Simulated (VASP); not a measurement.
# MgS (Fm-3m) in VASP: notebook

Aim: see how the results for MgS move with the level of theory and the settings. Levels: PBEsol, LDA, PBE. Tasks: relaxation of cell and atoms.

Program: VASP 6.6.1. These are calculated values, not measurements. Logs are shortened: lines on timing, memory, paths and dates and some standing lists are left out, and cuts for length are marked.

## Step 1: The crystal as given

Symmetry: Fm-3m, No. 225, cubic system. Conventional cell: a = 5.209 Å, b = 5.209 Å, c = 5.209 Å, α = 90.00°, β = 90.00°, γ = 90.00°. Mg (site symmetry m-3m) is surrounded by 6 S at 2.60 Å. Around S (site symmetry m-3m) lie 6 Mg at 2.60 Å.

The cell is a database's computed one.

## Step 2: Relaxation of cell and atoms, PBEsol

Contents of INCAR:

```
  PREC = Accurate
  ENCUT = 600
  EDIFF = 1E-7
  ISMEAR = 0
  SIGMA = 0.02
  LREAL = F
  LASPH = T
  NELM = 60
  ALGO = Normal
  ISIF = 3
  LWAVE = F
  LCHARG = F
  GGA = PS
  IBRION = 2
  NSW = 90
  EDIFFG = -0.005
```

Contents of KPOINTS:

```
regular mesh
0
Gamma
  8 8 8
```

Contents of POSCAR:

```
MgS
1.0
    0.0000000000      2.6043975600      2.6043975600
    2.6043975600      0.0000000000      2.6043975600
    2.6043975600      2.6043975600      0.0000000000
Mg S
1 1
Direct
    0.0000000000      0.0000000000      0.0000000000
    0.5000000000      0.5000000000      0.5000000000
```

Potentials or basis: VASP PAW PBE potentials, release 64 (Mg, S).

The run is started by

```sh
cat potpaw_PBE.64/Mg/POTCAR potpaw_PBE.64/S/POTCAR > POTCAR
mpirun -np 1 vasp_std > vasp.out
```

OUTCAR:

```text
PREC = Accurate
   ENCUT = 600
   EDIFF = 1E-7
   ISMEAR = 0
   LREAL = F
   LASPH = T
   NELM = 60
   ISIF = 3
   GGA = PS
   IBRION = 2
   NSW = 90
   EDIFFG = -0.005

 ion  position               nearest neighbor table
   1  0.000  0.000  0.000-   2 2.60   2 2.60   2 2.60   2 2.60   2 2.60   2 2.60
   2  0.500  0.500  0.500-   1 2.60   1 2.60   1 2.60   1 2.60   1 2.60   1 2.60

  LATTYP: Found a face centered cubic cell.
 ALAT       =     5.2087951200

  Lattice vectors:

 A1 = (   0.0000000000,   2.6043975600,   2.6043975600)
 A2 = (   2.6043975600,   0.0000000000,   2.6043975600)
 A3 = (   2.6043975600,   2.6043975600,   0.0000000000)

Analysis of symmetry for initial positions (statically):
=====================================================================
 Subroutine PRICEL returns:
 Original cell was already a primitive cell.

 Routine SETGRP: Setting up the symmetry group for a
 face centered cubic supercell.

 Subroutine GETGRP returns: Found 48 space group operations
 (whereof 48 operations were pure point group operations)
 out of a pool of 48 trial point group operations.

The static configuration has the point symmetry O_h .

Analysis of symmetry for dynamics (positions and initial velocities):
=====================================================================
 Subroutine PRICEL returns:
 Original cell was already a primitive cell.

 Routine SETGRP: Setting up the symmetry group for a
 face centered cubic supercell.

 Subroutine GETGRP returns: Found 48 space group operations
 (whereof 48 operations were pure point group operations)
 out of a pool of 48 trial point group operations.

The dynamic configuration has the point symmetry O_h .

 Subroutine INISYM returns: Found 48 space group operations
 (whereof 48 operations are pure point group operations),
 and found     1 'primitive' translations

----------------------------------------------------------------------------------------

                                     Primitive cell

  volume of cell :      35.3307

  direct lattice vectors                    reciprocal lattice vectors
     0.000000000  2.604397560  2.604397560    -0.191982978  0.191982978  0.191982978
     2.604397560  0.000000000  2.604397560     0.191982978 -0.191982978  0.191982978
     2.604397560  2.604397560  0.000000000     0.191982978  0.191982978 -0.191982978

  length of vectors
     3.683174351  3.683174351  3.683174351     0.332524272  0.332524272  0.332524272

  position of ions in fractional coordinates (direct lattice)
     0.000000000  0.000000000  0.000000000
     0.500000000  0.500000000  0.500000000

  ion indices of the primitive-cell ions
[... 91 lines left out ...]
   EFERMI_NEDOS =   21; number of points for ismear=-14 and -15
   IALGO  =     38    algorithm
   IMIX   =      4    mixing-type and parameters
     AMIX     =   0.40;   BMIX     =  1.00
     AMIX_MAG =   1.60;   BMIX_MAG =  1.00
  volume/ion in A,a.u.               =      17.67       119.21
  Fermi-wavevector in a.u.,A,eV,Ry     =   0.997825  1.885615 13.546695  0.995654
  Thomas-Fermi vector in A             =   2.130007
   LORBIT       =      0    0 simple, 1 ext, 2 COOP (PROOUT), +10 PAW based schemes
   GGA     = PS    functional components
   LHFCALC =     F    Hartree Fock is set to
   AEXX    =    0.0000 exact exchange contribution
   IVDW    =     0    specifies the selected vdW correction
   LEPSILON=     F    determine dielectric tensor
   LRPA    =     F    only Hartree local field effects (RPA)
 conjugate gradient relaxation of ions
 non-spin polarized calculation
 Gauss-broadening in eV      SIGMA  =   0.02
  energy-cutoff  :      600.00
  volume of cell :       35.33
 maximum number of plane-waves:      1243
 NGX is ok and might be reduce to    30
   NGX = 15   NGY = 15   NGZ = 15

--------------------------------------- Ionic step        1  -------------------------------------------

 number of electron       7.9999999 magnetization

 Free energy of the ion-electron system (eV)
  ---------------------------------------------------
  ext. energy  EPLUGINS =         0.00000000
  ---------------------------------------------------
  free energy    TOTEN  =        -9.07293919 eV

  energy without entropy =       -9.07293919  energy(sigma->0) =       -9.07293919

------------------------ aborting loop because EDIFF is reached ----------------------------------------

  FORCE on cell =-STRESS in cart. coord.  units (eV):
  Direction    XX          YY          ZZ          XY          YZ          ZX
  --------------------------------------------------------------------------------------
  -------------------------------------------------------------------------------------
  Total       -0.2963393     -0.2963393     -0.2963393      0.0000000      0.0000000     -0.0000000
  in kB      -13.4384127    -13.4384127    -13.4384127      0.0000000      0.0000000     -0.0000000
  external PRESSURE =     -13.4384127 kB  Pullay stress =       0.0000000 kB
[... 59 lines left out ...]
--------------------------------------- Ionic step        3  -------------------------------------------

 number of electron       8.0000000 magnetization

 Free energy of the ion-electron system (eV)
  ---------------------------------------------------
  ext. energy  EPLUGINS =         0.00000000
  ---------------------------------------------------
  free energy    TOTEN  =        -9.07557469 eV

  energy without entropy =       -9.07557469  energy(sigma->0) =       -9.07557469

 E-fermi :   3.9587     XC(G=0):  -9.8967

 val. band max:        3.8055489935   @ k =   0.0000   0.0000   0.0000
 cond. band min:       6.5397203379   @ k =   0.5000   0.5000   0.0000
 fundamental gap:      2.7341713443
 Fermi energy:         3.9586670355

 k-point     1 :       0.0000    0.0000    0.0000
  band No.  band energies     occupation
      1      -8.9615      2.00000
      2       3.8055      2.00000
      3       3.8055      2.00000
      4       3.8055      2.00000
      5       7.5129      0.00000
      6      11.6501      0.00000
      7      11.6501      0.00000
      8      11.6501      0.00000
[... 243 lines left out ...]
 k-point    24 :      -0.3750    0.2500    0.1250
  band No.  band energies     occupation
      1      -7.3926      2.00000
      2      -0.6319      2.00000
      3       1.5841      2.00000
      4       2.6094      2.00000
      5       9.3429      0.00000
      6       9.8251      0.00000
      7      12.1977      0.00000
      8      13.2068      0.00000

 [... further k-points ...]
[... 5 lines left out ...]
  --------------------------------------------------------------------------------------
  -------------------------------------------------------------------------------------
  Total        0.0003737      0.0003737      0.0003737     -0.0000000     -0.0000000     -0.0000000
  in kB        0.0172474      0.0172474      0.0172474     -0.0000000     -0.0000000     -0.0000000
  external PRESSURE =       0.0172474 kB  Pullay stress =       0.0000000 kB
[... 17 lines left out ...]
  FREE ENERGIE OF THE ION-ELECTRON SYSTEM (eV)
  ---------------------------------------------------
  free  energy   TOTEN  =        -9.0755746870 eV

  energy  without entropy=       -9.0755746870  energy(sigma->0) =       -9.07557469

 reached required accuracy - stopping structural energy minimisation
```

OSZICAR:

```text
N       E                     dE             d eps       ncg     rms          rms(c)
DAV:   1     0.230728187694E+02    0.23073E+02   -0.38935E+03   488   0.908E+02
DAV:   2    -0.841751962623E+01   -0.31490E+02   -0.29761E+02   624   0.106E+02
DAV:   3    -0.943981672746E+01   -0.10223E+01   -0.10223E+01   544   0.267E+01
[... 24 lines left out ...]
DAV:   3    -0.907557888470E+01    0.41392E-04   -0.22586E-04   512   0.843E-02    0.313E-02
DAV:   4    -0.907557767644E+01    0.12083E-05   -0.16866E-06   536   0.115E-02    0.268E-02
DAV:   5    -0.907557446941E+01    0.32070E-05   -0.91788E-07   504   0.748E-03    0.369E-03
DAV:   6    -0.907557466005E+01   -0.19065E-06   -0.14266E-08   256   0.111E-03    0.167E-03
DAV:   7    -0.907557468700E+01   -0.26941E-07   -0.10365E-09   240   0.296E-04
   3 F= -.90755747E+01 E0= -.90755747E+01  d E =-.263549E-02
```

It took 27 s on 1 thread of Intel Xeon Platinum 8488C (Sapphire Rapids), shared host; peak memory 0.18 GiB.

What came out:

- Free energy: -9.0756 eV
- Relaxed volume: 17.36 Å³/atom
- Relaxed cell: a = 3.662 Å, b = 3.662 Å, c = 3.662 Å, α = 60.00°, β = 60.00°, γ = 60.00°
- Space group after relaxing (to 0.05 Å): Fm-3m (No. 225)
- Energy gained by relaxing: 1.3 meV/atom
- Ionic steps: 3
- Pressure after relaxing: 0.0 GPa
- Band gap on the k mesh: 2.73 eV, indirect (least direct gap 3.71 eV)

Step by step:
```tsv
step	energy change (eV)	largest force (eV/Å)	pressure (GPa)	volume (Å³)
1	0.0000	0.0000	-1.34	35.33
2	-0.0025	0.0000	0.31	34.58
3	-0.0026	0.0000	0.00	34.71
```

Final structure:
```xyz
2
Lattice="0.0000 2.5891 2.5891 2.5891 0.0000 2.5891 2.5891 2.5891 0.0000" Properties=species:S:1:pos:R:3 pbc="T T T"
Mg    0.0000    0.0000    0.0000
S     2.5891    2.5891    2.5891
```

Levels at points of the mesh, in eV from the valence-band top:
```
           k point  band 1  band 2  band 3  band 4  band 5  band 6  band 7  band 8
(0.00, 0.00, 0.00)  -12.77    0.00    0.00    0.00    3.71    7.84    7.84    7.84
(0.50, 0.00, 0.00)  -11.40   -4.97   -0.62   -0.62    4.42    6.84    6.84   10.22
(0.50, 0.50, 0.00)  -11.01   -4.34   -1.74   -1.74    2.73    4.20   12.01   12.86
```

Caveat: the PAW data sets were made with another functional, which shifts forces and pressure a little. PBEsol gaps usually lie below the measured ones, often by a third to a half.

(Continued in part 2 of 2.)
